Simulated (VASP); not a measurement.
# Settings for CdS: relaxation of the cell

CdS, Fm-3m (no. 225), 2 atoms in the cell. RevPBE; PAW potentials Cd, S (PBE set). VASP 6.6.1. The cell is changed on purpose: volume scaled by 1.02.

Wanted: cell volume within 0.2 %; lattice lengths within 0.1 %; shortest distances from each atom, periodic images included within 0.005 Å.

What the run is for: cell; Accuracy asked: standard.

The series start from Plane-wave cutoff (eV): 410; k-point mesh: 6 × 6 × 6; Relaxation passes: 2; Ionic threshold (EDIFFG): -0.005; Electronic threshold (eV): 1e-6; Precision mode (PREC): Accurate; Relaxation algorithm: IBRION=2 POTIM=0.5. Each series keeps the choices made before it, and each single choice may use up half of a tolerance. Times cover all steps of a run.

## Plane-wave cutoff (eV)

| Plane-wave cutoff (eV) | Cell volume (Å³) | Lattice lengths, largest deviation against the largest value | Shortest distances from each atom, periodic images included, largest deviation (Å) | Time (s) |
|---|---|---|---|---|
| 280 | 42.32 | 0.41 % | 0.0114 | 17 |
| 320 | 42.74 | 0.08 % | 0.0022 | 15 |
| 360 | 42.47 | 0.29 % | 0.0080 | 15 |
| 410 | 42.53 | 0.24 % | 0.0067 | 23 |
| 480 | 42.81 | 0.029 % | 0.0008 | 27 |
| 580 | 42.82 | 0.02 % | 0.0006 | 34 |
| 720 (reference) | 42.84 | 0 % | 0.0000 | 56 |

Chosen: 480, the loosest value from which every tighter one stays within half of the tolerance.

## k-point mesh

| k-point mesh | Cell volume (Å³) | Lattice lengths, largest deviation against the largest value | Shortest distances from each atom, periodic images included, largest deviation (Å) | Time (s) |
|---|---|---|---|---|
| 3 × 3 × 3 | 43.55 | 0.59 % | 0.0163 | 19 |
| 4 × 4 × 4 | 43 | 0.16 % | 0.0044 | 23 |
| 5 × 5 × 5 | 42.83 | 0.029 % | 0.0008 | 26 |
| 6 × 6 × 6 | 42.81 | 0.0094 % | 0.0003 | 27 |
| 7 × 7 × 7 | 42.8 | 0.002 % | 0.0001 | 35 |
| 9 × 9 × 9 (reference) | 42.79 | 0 % | 0.0000 | 54 |

Chosen: 5 × 5 × 5.

## Relaxation passes

| Relaxation passes | Cell volume (Å³) | Lattice lengths, largest deviation against the largest value | Shortest distances from each atom, periodic images included, largest deviation (Å) | Time (s) |
|---|---|---|---|---|
| 1 | 42.83 | 0 % | 0.0000 | 20 |
| 2 | 42.83 | 0 % | 0.0000 | 26 |
| 3 (reference) | 42.83 | 0 % | 0.0000 | 32 |

Chosen: 1.

## Ionic threshold (EDIFFG)

| Ionic threshold (EDIFFG) | Cell volume (Å³) | Lattice lengths, largest deviation against the largest value | Shortest distances from each atom, periodic images included, largest deviation (Å) | Time (s) |
|---|---|---|---|---|
| -0.05 | 42.93 | 0.066 % | 0.0019 | 15 |
| -0.02 | 42.93 | 0.066 % | 0.0019 | 15 |
| -0.01 | 42.85 | 0.0056 % | 0.0002 | 17 |
| -0.005 | 42.83 | 0.012 % | 0.0003 | 20 |
| -0.002 (reference) | 42.85 | 0 % | 0.0000 | 24 |

Chosen: -0.01.

## Electronic threshold (eV)

| Electronic threshold (eV) | Cell volume (Å³) | Lattice lengths, largest deviation against the largest value | Shortest distances from each atom, periodic images included, largest deviation (Å) | Time (s) |
|---|---|---|---|---|
| 0.0001 | 42.87 | 0.021 % | 0.0006 | 19 |
| 1e-5 | 42.85 | 0.0026 % | 0.0001 | 16 |
| 1e-6 | 42.85 | 0.0036 % | 0.0001 | 17 |
| 1e-7 (reference) | 42.85 | 0 % | 0.0000 | 19 |

Chosen: 0.0001.

## Precision mode (PREC)

| Precision mode (PREC) | Cell volume (Å³) | Lattice lengths, largest deviation against the largest value | Shortest distances from each atom, periodic images included, largest deviation (Å) | Time (s) |
|---|---|---|---|---|
| Normal | 42.87 | 0.0026 % | 0.0001 | 12 |
| Accurate (reference) | 42.87 | 0 % | 0.0000 | 19 |

Chosen: Normal.

## Relaxation algorithm

| Relaxation algorithm | Cell volume (Å³) | Lattice lengths, largest deviation against the largest value | Shortest distances from each atom, periodic images included, largest deviation (Å) | Time (s) |
|---|---|---|---|---|
| IBRION=2 POTIM=0.5 | 42.87 | 0 % | 0.0000 | 12 |
| IBRION=2 POTIM=0.2 | 42.81 | 0.051 % | 0.0014 | 12 |
| IBRION=1 POTIM=0.5 | 42.81 | 0.049 % | 0.0014 | 21 |
| IBRION=1 POTIM=0.2 | 42.9 | 0.019 % | 0.0005 | 11 |

Chosen: IBRION=2 POTIM=0.5; no other choice that stays within half of the tolerance saves 30 % of the time.

## All choices together

| Input | Cell volume (Å³) | Lattice lengths, largest deviation against the largest value | Shortest distances from each atom, periodic images included, largest deviation (Å) | Time (s) |
|---|---|---|---|---|
| the program's defaults (naive) | 42.25 | 0.45 % | 0.0125 | 3.3 |
| chosen settings | 42.87 | 0.037 % | 0.0010 | 12 |
| reference settings throughout | 42.82 | 0 % | 0.0000 | 114 |

The tolerance is met.

Values of the reference run: Lattice lengths: 3.927, 3.927, 3.927 Å; Shortest distances from each atom, periodic images included: 2.777, 2.777, 2.777, 2.777, 2.777, 2.777, 2.777, 2.777 Å.

## The input

INCAR.step1:
```
ALGO = Normal
EDIFF = 1E-4
EDIFFG = -0.01
EFERMI = MIDGAP
ENCUT = 480
GGA = RE
GGA_COMPAT = False
IBRION = 2
ISIF = 3
ISMEAR = 0
LASPH = True
LCHARG = False
LREAL = False
LWAVE = False
NELM = 120
NELMIN = 4
NSW = 80
POTIM = 0.5
PREC = Normal
SIGMA = 0.03
```

INCAR.step2, as INCAR.step1 but for:
```
- EDIFFG = -0.01
- IBRION = 2
- ISIF = 3
- NELMIN = 4
- NSW = 80
- POTIM = 0.5
+ ISIF = 2
```

KPOINTS:
```
Automatic mesh
0
Gamma
  5 5 5
  0 0 0
```

POSCAR.step1:
```
CdS
1.0
    0.0000000000      2.7714779354      2.7714779354
    2.7714779354      0.0000000000      2.7714779354
    2.7714779354      2.7714779354      0.0000000000
Cd S
1 1
Direct
    0.0000000000      0.0000000000      0.0000000000
    0.5000000000      0.5000000000      0.5000000000
```

Commands (each step's output is kept before the next begins):
```
cat potpaw_PBE.64/Cd/POTCAR potpaw_PBE.64/S/POTCAR > POTCAR
cp INCAR.step1 INCAR
cp POSCAR.step1 POSCAR
mpirun -np 1 vasp_std > vasp.out
cp CONTCAR POSCAR
cp INCAR.step2 INCAR
mpirun -np 1 vasp_std > vasp.out
```

The chosen input took VASP 6.6.1 12 s on 1 core (Intel Xeon Platinum 8124M @ 3.00GHz (Skylake/Cascade Lake)), a shared host.
